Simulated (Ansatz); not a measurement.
# EuS (rocksalt type): the cost of one run

Method: DFT, at the level named in each step, in Ansatz 0.2.0.

1 further run of the same task is left out (set aside as unsound or not needed).

**1. Starting point**

It takes space group Fm-3m (No. 225, cubic). The conventional cell has a = 5.848 Å, b = 5.848 Å, c = 5.848 Å, α = 90.00°, β = 90.00°, γ = 90.00°. Eu (site symmetry m-3m) is surrounded by 6 S at 2.92 Å. S (site symmetry m-3m) is surrounded by 6 Eu at 2.92 Å.

As a file:

```xyz
2
Lattice="0.0000 2.9242 2.9242 2.9242 0.0000 2.9242 2.9242 2.9242 0.0000" Properties=species:S:1:pos:R:3 pbc="T T T"
Eu    0.0000    0.0000    0.0000
S     2.9242    2.9242    2.9242
```

The structure (rocksalt type) was typed from a prototype and relaxed by PAW; whether it is the ground state wasn't tested.

Atoms are numbered in the order of the input: Eu1, S2.

**2. No relativity, LAPW**

File input.yaml:

```yaml
crystal:
  lattice:
    - [0.0, 2.9242242605, 2.9242242605]
    - [2.9242242605, 0.0, 2.9242242605]
    - [2.9242242605, 2.9242242605, 0.0]
  atoms:
    - { symbol: Eu, position: [0.0, 0.0, 0.0], spin: 7.0 }
    - { symbol: S, position: [0.5, 0.5, 0.5] }
magnetization:
  spin_polarized: true
kpoints:
  mp_grid: { grid: [10, 10, 10] }
  band_path:
    path:
      - [0.0, 0.0, 0.0]
      - [0.5, 0.0, 0.5]
      - [0.625, 0.25, 0.625]
      - [0.375, 0.375, 0.75]
      - [0.0, 0.0, 0.0]
      - [0.5, 0.5, 0.5]
      - [0.5, 0.25, 0.75]
      - [0.5, 0.0, 0.5]
    npoints: 5
scf:
  occupations: { method: fermi_dirac, width: 0.08 }
hamiltonian:
  xc: pbe
  pseudopotentials:
    kind: all_electron
    lapw: { basis_error: 0.00025 }
    relativity: none
output:
  forces: true
  stress: true
  eigenvalues: true
```

Command:

```console
$ ansatz run input.yaml --threads 1 --pin off --max-ram 3072MiB --backend cpu --events-out ev --progress --plain --runs-dir out
```

**Question.** How long does this run take on 1 thread of Arm Neoverse V2, shared host?

About 37 s.
